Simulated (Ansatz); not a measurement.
## RbCl: levels and charges under dearer methods

A database entry relaxed whole under r2SCAN at zero pressure (Fm-3m, No. 225):

```
Rb Cl
1.0
     0.00000    3.30642    3.30642
     3.30642    0.00000    3.30642
     3.30642    3.30642    0.00000
Rb Cl
1 1
Direct
  0.00000 0.00000 0.00000
  0.50000 0.50000 0.50000
```

Its volume is 36.15 Å³ an atom, +3.0 % against the entry's 35.09, which is old or was flagged in a check.

Single points on this cell with plane-wave PAW DFT (Ansatz 0.2.0; r2SCAN 500 eV, hybrids 420 eV; fermi-dirac occupations of width 0.020 eV; no moments): r2SCAN on a 8×8×8 Γ-centred mesh; HSE06 on a 6×6×6 Γ-centred mesh; PBE0 on a 6×6×6 Γ-centred mesh.

Question: How do gap, pressure and charges move from level to level?

Answer: The runs give:

```csv
level,"gap (eV), or kind",pressure (GPa),Bader charge of Rb (e),Bader charge of Cl (e)
r2SCAN,5.55,0.0,+0.86,-0.86
HSE06,6.25,0.3,+0.86,-0.86
PBE0,6.99,0.3,+0.86,-0.86
```

Under r2SCAN the gap is 5.55 eV, over mesh and band path. HSE06 moves it by +0.69 eV and PBE0 by +1.43 eV; PBE0 keeps its exact exchange at long range, which widens the gap over HSE06's by 0.74 eV on their common mesh.

Caveats: the relaxation kept the start's symmetry; HSE06 is read on its mesh and at the zone's corners, PBE0 on its mesh alone; hybrid pressures are good to a few tenths of a GPa; pressure is positive in compression.
